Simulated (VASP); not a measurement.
# OSiH2 in VASP: settings compared

One molecule, OSiH2, is run at these levels: PBE, PBE+TS; tasks: single point, relaxation of the atoms, atomic charges.

All numbers are computed with VASP 6.6.1; they aren't measurements. Logs are shortened: lines on timing, memory, paths and dates and some standing lists are left out, and cuts for length are marked.

## Step 1: Starting point

The cell holds a molecule in a box, 4 atoms: a = 10.000 Å, b = 12.000 Å, c = 12.000 Å, α = 90.00°, β = 90.00°, γ = 90.00°.

## Step 2: Single point, PBE (atoms moved at random, drawn with an rms of 0.05 Å)

The input, INCAR:

```
SYSTEM = SiH2O
ALGO     = Normal         ! electronic algorithm
EDIFF    = 1E-7           ! SCF threshold, eV
ENCUT    = 520            ! plane-wave cutoff, eV
GGA      = PE             ! functional
ISIF     = 2              ! what is computed and relaxed
ISMEAR   = 0              ! smearing method
LASPH    = .TRUE.         ! aspherical terms in the spheres
LCHARG   = .TRUE.         ! write CHGCAR
LELF     = .TRUE.         ! ELF
LREAL    = .FALSE.        ! projectors in reciprocal space
LVACPOTAV= .TRUE.       
LVHAR    = .TRUE.       
LWAVE    = .FALSE.        ! write WAVECAR
NELM     = 60             ! most SCF steps
PREC     = Accurate       ! precision mode
SIGMA    = 0.01           ! smearing width, eV
```

The input, KPOINTS:

```
k-points
0
G
  1 1 1
  0 0 0
```

The input, POSCAR:

```
SiH2O
1.0
   10.0000000000      0.0000000000      0.0000000000
    0.0000000000     12.0000000000      0.0000000000
    0.0000000000      0.0000000000     12.0000000000
O Si H
1 1 2
Direct
    0.4673850000      0.5565170000      0.6075850000
    0.4947980000      0.5238960000      0.4910880000
    0.5356870000      0.4122970000      0.4570830000
    0.4761760000      0.5968380000      0.3939710000
```

Potentials or basis: VASP PAW PBE potentials, release 64 (O, Si, H).

The run is started by

```
> cat potpaw_PBE.64/O/POTCAR potpaw_PBE.64/Si/POTCAR potpaw_PBE.64/H/POTCAR > POTCAR
> mpirun -np 1 vasp_gam > vasp.out
```

OUTCAR:

```text
SYSTEM = SiH2O
   EDIFF = 1E-7
   ENCUT = 520
   GGA = PE
   ISIF = 2
   ISMEAR = 0
   LASPH = .TRUE.
   LREAL = .FALSE.
   NELM = 60
   PREC = Accurate

 ion  position               nearest neighbor table
   1  0.467  0.557  0.608-   2 1.48
   2  0.495  0.524  0.491-   3 1.46   4 1.47   1 1.48
   3  0.536  0.412  0.457-   2 1.46
   4  0.476  0.597  0.394-   2 1.47

  LATTYP: Found a simple tetragonal cell.
 ALAT       =    12.0000000000
 C/A-ratio  =     0.8333333333

  Lattice vectors:

 A1 = (   0.0000000000,  12.0000000000,   0.0000000000)
 A2 = (   0.0000000000,   0.0000000000,  12.0000000000)
 A3 = (  10.0000000000,   0.0000000000,   0.0000000000)

Analysis of symmetry for initial positions (statically):
=====================================================================
 Subroutine PRICEL returns:
 Original cell was already a primitive cell.

 Routine SETGRP: Setting up the symmetry group for a
 simple tetragonal supercell.

 Subroutine GETGRP returns: Found  1 space group operations
 (whereof  1 operations were pure point group operations)
 out of a pool of 16 trial point group operations.

The static configuration has the point symmetry C_1 .

Analysis of symmetry for dynamics (positions and initial velocities):
=====================================================================
 Subroutine PRICEL returns:
 Original cell was already a primitive cell.

 Routine SETGRP: Setting up the symmetry group for a
 simple tetragonal supercell.

 Subroutine GETGRP returns: Found  1 space group operations
 (whereof  1 operations were pure point group operations)
 out of a pool of 16 trial point group operations.

The dynamic configuration has the point symmetry C_1 .

 Subroutine INISYM returns: Found  1 space group operations
 (whereof  1 operations are pure point group operations),
 and found     1 'primitive' translations

----------------------------------------------------------------------------------------

                                     Primitive cell

  volume of cell :    1440.0000

  direct lattice vectors                    reciprocal lattice vectors
    10.000000000  0.000000000  0.000000000     0.100000000  0.000000000  0.000000000
     0.000000000 12.000000000  0.000000000     0.000000000  0.083333333  0.000000000
     0.000000000  0.000000000 12.000000000     0.000000000  0.000000000  0.083333333

  length of vectors
    10.000000000 12.000000000 12.000000000     0.100000000  0.083333333  0.083333333

  position of ions in fractional coordinates (direct lattice)
     0.467385000  0.556517000  0.607585000
     0.494798000  0.523896000  0.491088000
     0.535687000  0.412297000  0.457083000
     0.476176000  0.596838000  0.393971000

  ion indices of the primitive-cell ions
   primitive index   ion index
                 1           1
                 2           2
                 3           3
                 4           4

----------------------------------------------------------------------------------------

 KPOINTS: k-points

Automatic generation of k-mesh.
 Grid dimensions read from file:
 generate k-points for:    1    1    1

 Generating k-lattice:

  Cartesian coordinates                     Fractional coordinates (reciprocal lattice)
     0.100000000  0.000000000  0.000000000     1.000000000  0.000000000  0.000000000
     0.000000000  0.083333333  0.000000000     0.000000000  1.000000000  0.000000000
     0.000000000  0.000000000  0.083333333     0.000000000  0.000000000  1.000000000

  Length of vectors
     0.100000000  0.083333333  0.083333333

  Shift w.r.t. Gamma in fractional coordinates (k-lattice)
     0.000000000  0.000000000  0.000000000

 Subroutine IBZKPT returns following result:
 ===========================================

 Found      1 irreducible k-points:

 Following reciprocal coordinates:
            Coordinates               Weight
  0.000000  0.000000  0.000000      1.000000
   k-points           NKPTS =      1   k-points in BZ     NKDIM =      1   number of bands    NBANDS=     10
   number of dos      NEDOS =    301   number of ions     NIONS =      4
   total plane-waves  NPLWV = 648000
   dimension x,y,z NGX =    80 NGY =   90 NGZ =   90
   dimension x,y,z NGXF=   160 NGYF=  180 NGZF=  180
   ions per type =               1   1   2
   NGX,Y,Z   is equivalent  to a cutoff of  13.30, 12.47, 12.47 a.u.
   NGXF,Y,Z  is equivalent  to a cutoff of  26.60, 24.94, 24.94 a.u.
 SYSTEM =  SiH2O
   PREC   = accura    normal or accurate (medium, high low for compatibility)
   ISTART =      0    job   : 0-new  1-cont  2-samecut
   ICHARG =      2    charge: 1-file 2-atom 10-const
   ISPIN  =      1    spin polarized calculation?
   LNONCOLLINEAR =      F non collinear calculations
   LSORBIT =      F    spin-orbit coupling
   LASPH  =      T    aspherical Exc in radial PAW
   ENCUT  =  520.0 eV  38.22 Ry    6.18 a.u.  18.59 22.31 22.31*2*pi/ulx,y,z
   NELM   =     60;   NELMIN=  2; NELMDL= -5     # of ELM steps
   EDIFF  = 0.1E-06   stopping-criterion for ELM
   LREAL  =      F    real-space projection
   EDIFFG = 0.1E-05   stopping-criterion for IOM
   NSW    =      0    number of steps for IOM
   IBRION =     -1    ionic relax: 0-MD 1-quasi-New 2-CG
   NFREE  =      0    steps in history (QN), initial steepest desc. (CG)
   ISIF   =      2    stress and relaxation
   ISYM   =      2    0-nonsym 1-usesym 2-fastsym
   POTIM  = 0.5000    time-step for ionic-motion
   TEBEG  =    0.0;   TEEND  =   0.0 temperature during run
   PSTRESS=    0.0 pullay stress
   NELECT =      12.0000    total number of electrons
   NUPDOWN=      -1.0000    fix difference up-down
   EMIN   =  10.00;   EMAX   =-10.00  energy-range for DOS
   EFERMI =   0.00;   METHOD = LEGACY
   ISMEAR =     0;   SIGMA  =   0.01  broadening in eV -4-tet -1-fermi 0-gaus
   EFERMI_NEDOS =   21; number of points for ismear=-14 and -15
   IALGO  =     38    algorithm
   IMIX   =      4    mixing-type and parameters
     AMIX     =   0.40;   BMIX     =  1.00
     AMIX_MAG =   1.60;   BMIX_MAG =  1.00
  volume/ion in A,a.u.               =     360.00      2429.40
  Fermi-wavevector in a.u.,A,eV,Ry     =   0.331905  0.627210  1.498835  0.110161
  Thomas-Fermi vector in A             =   1.228460
   LORBIT       =      0    0 simple, 1 ext, 2 COOP (PROOUT), +10 PAW based schemes
   GGA     = PE    functional components
   LHFCALC =     F    Hartree Fock is set to
   AEXX    =    0.0000 exact exchange contribution
   IVDW    =     0    specifies the selected vdW correction
   LEPSILON=     F    determine dielectric tensor
   LRPA    =     F    only Hartree local field effects (RPA)
 non-spin polarized calculation
 Gauss-broadening in eV      SIGMA  =   0.01
  energy-cutoff  :      520.00
  volume of cell :     1440.00
 maximum number of plane-waves:     19397
 NGX is ok and might be reduce to    80
   NGX = 37   NGY = 45   NGZ = 45

 number of electron      12.0000000 magnetization

 Free energy of the ion-electron system (eV)
  ---------------------------------------------------
  ext. energy  EPLUGINS =         0.00000000
  ---------------------------------------------------
  free energy    TOTEN  =       -18.06785141 eV

  energy without entropy =      -18.06785141  energy(sigma->0) =      -18.06785141

 E-fermi :  -6.6071     XC(G=0):  -0.6633

 val. band max:       -6.7035496359   @ k =   0.0000   0.0000   0.0000
 cond. band min:      -2.8930568964   @ k =   0.0000   0.0000   0.0000
 fundamental gap:      3.8104927395
 Fermi energy:        -6.6071344506

 k-point     1 :       0.0000    0.0000    0.0000
  band No.  band energies     occupation
      1     -23.1570      2.00000
      2     -12.8144      2.00000
      3      -9.5277      2.00000
      4      -8.2400      2.00000
      5      -7.8397      2.00000
      6      -6.7035      2.00000
      7      -2.8931      0.00000
      8      -0.9714      0.00000
      9      -0.3685      0.00000
     10       0.1554      0.00000

------------------------ aborting loop because EDIFF is reached ----------------------------------------

  FORCE on cell =-STRESS in cart. coord.  units (eV):
  Direction    XX          YY          ZZ          XY          YZ          ZX
  --------------------------------------------------------------------------------------
  -------------------------------------------------------------------------------------
  Total        0.2322833      1.4561788      5.0390753     -0.5838762      1.2204181     -0.9194733
  in kB        0.2584438      1.6201782      5.6065918     -0.6496342      1.3578655     -1.0230273
  external PRESSURE =       2.4950713 kB  Pullay stress =       0.0000000 kB

 VOLUME and BASIS-vectors are now :
 -----------------------------------------------------------------------------
  energy-cutoff  :      520.00
  volume of cell :     1440.00
      direct lattice vectors                 reciprocal lattice vectors
    10.000000000  0.000000000  0.000000000     0.100000000  0.000000000  0.000000000
     0.000000000 12.000000000  0.000000000     0.000000000  0.083333333  0.000000000
     0.000000000  0.000000000 12.000000000     0.000000000  0.000000000  0.083333333

 POSITION                                       TOTAL-FORCE (eV/Angst)
 -----------------------------------------------------------------------------------
      4.67385      6.67820      7.29102        -0.591707      0.971381      3.323715
      4.94798      6.28675      5.89306         0.346080     -0.687647     -2.801216
      5.35687      4.94756      5.48500         0.256346     -0.619679     -0.169422
      4.76176      7.16206      4.72765        -0.010720      0.335945     -0.353076
 -----------------------------------------------------------------------------------
    total drift:                               -0.000118      0.001056      0.000754

  FREE ENERGIE OF THE ION-ELECTRON SYSTEM (eV)
  ---------------------------------------------------
  free  energy   TOTEN  =       -18.0678514133 eV

  energy  without entropy=      -18.0678514133  energy(sigma->0) =      -18.06785141
```

Wall time 2.7 min (1 thread of AMD EPYC 7R13 (Zen 3), shared host); peak memory 1 GiB.

Results:

```
Free energy                     : -18.0679 eV
Largest force                   : 3.513 eV/Å
Gap between the frontier levels : 3.81 eV
```

Forces on the atoms (eV/Å):
```
O   -0.592  0.971  3.324
Si   0.346 -0.688 -2.801
H    0.256 -0.620 -0.169
H   -0.011  0.336 -0.353
```

## Step 3: Relaxation of the atoms, PBE (atoms moved at random, drawn with an rms of 0.02 Å)

The input, INCAR:

```
SYSTEM = SiH2O
  ALGO = Fast
  EDIFF = 1E-6
  EDIFFG = -0.02
  ENCUT = 520
  GGA = PE
  IBRION = 2
  ISIF = 2
  ISMEAR = 0
  LASPH = .True.
  LCHARG = .False.
  LREAL = .False.
  LWAVE = .False.
  NELM = 60
  NSW = 40
  PREC = Accurate
  SIGMA = 0.01
```

The input, KPOINTS:

```
k-points
0
Gamma
  1 1 1
  0 0 0
```

The input, POSCAR:

```
SiH2O
1.0
   10.0000000000      0.0000000000      0.0000000000
    0.0000000000     12.0000000000      0.0000000000
    0.0000000000      0.0000000000     12.0000000000
O Si H
1 1 2
Direct
    0.4644050000      0.5532380000      0.6125130000
    0.4939040000      0.5205650000      0.4910640000
    0.5369580000      0.4073690000      0.4576020000
    0.4783800000      0.5947940000      0.3940000000
```

Potentials or basis: VASP PAW PBE potentials, release 64 (O, Si, H).

The run is started by

```
> cat potpaw_PBE.64/O/POTCAR potpaw_PBE.64/Si/POTCAR potpaw_PBE.64/H/POTCAR > POTCAR
> mpirun -np 1 vasp_gam > vasp.out
```

Wall time 9.7 min (1 thread of AMD EPYC 7R13 (Zen 3), shared host); peak memory 1.2 GiB.

Results (log left out):

```
Free energy                     : -18.1860 eV
Energy gained by relaxing       : 1.8 meV/atom
Ionic steps                     : 11
Largest force after relaxing    : 0.020 eV/Å
Gap between the frontier levels : 3.52 eV
```

Forces on the atoms (eV/Å):
```
O   -0.007 -0.001 -0.011
Si   0.018 -0.001  0.008
H   -0.005 -0.002  0.002
H   -0.007  0.004  0.002
```

Step by step:
```csv
step,energy change (eV),largest force (eV/Å),pressure (GPa)
1,0.0000,0.4441,0.02
2,0.0079,1.3650,0.05
3,-0.0035,0.3288,0.03
4,-0.0050,0.2852,-0.03
5,-0.0062,0.0981,-0.01
6,-0.0067,0.0850,-0.01
7,-0.0067,0.0864,-0.01
8,-0.0069,0.0941,-0.01
9,-0.0069,0.1138,-0.01
10,-0.0070,0.0685,-0.01
11,-0.0071,0.0197,-0.01
```

Final structure:
```
O Si H
1.0
    10.00000    0.00000    0.00000
     0.00000   12.00000    0.00000
     0.00000    0.00000   12.00000
O Si H
1 1 2
Direct
  0.46462 0.55401 0.61249
  0.49263 0.51974 0.49142
  0.53799 0.40601 0.45745
  0.47841 0.59621 0.39382
```

Levels at points of the mesh, in eV from the valence-band top:
```tsv
k point	band 3	band 4	band 5	band 6	band 7	band 8	band 9	band 10
(0.00, 0.00, 0.00)	-2.91	-1.70	-1.05	0.00	3.52	5.38	6.14	6.59
```

(Part 1 of 2 ends here.)
